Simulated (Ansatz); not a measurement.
# Se (Pmmm)

Level of theory: DFT PBE, scalar-relativistic, plane waves, PAW in Ansatz 0.2.0.

Cutoff 420 eV; k points 22×20×14 on the computed 1-atom cell (Γ-centred); Gaussian smearing, width 0.10 eV; no spin polarisation.

The structure is relaxed at this level of theory with its symmetry kept, and needn't be the ground state of this composition.

Space group Pmmm (No. 47), orthorhombic, a = 2.630 Å, b = 2.647 Å, c = 4.290 Å. Around Se lie 4 Se at 2.63–2.65 Å.

* Volume per atom: 201.5 bohr³
* Energy over the standard state (uncorrected): +0.212 eV/atom
* Kohn–Sham band gap: none (metal)
* Density of states at the Fermi level: 0.6 states/eV per cell
* Orbital (Löwdin) character within 0.5 eV of the Fermi level: Se 4p 94 %
* Bader charge by site (e): Se (1 in the cell) 0.00

The cell holds layers, chains or molecules and no dispersion correction was added, so their binding is poorly described.

The cell was found from a structure generator's guess, not taken from experiment. Löwdin shares on free-atom orbitals overweight diffuse shells.
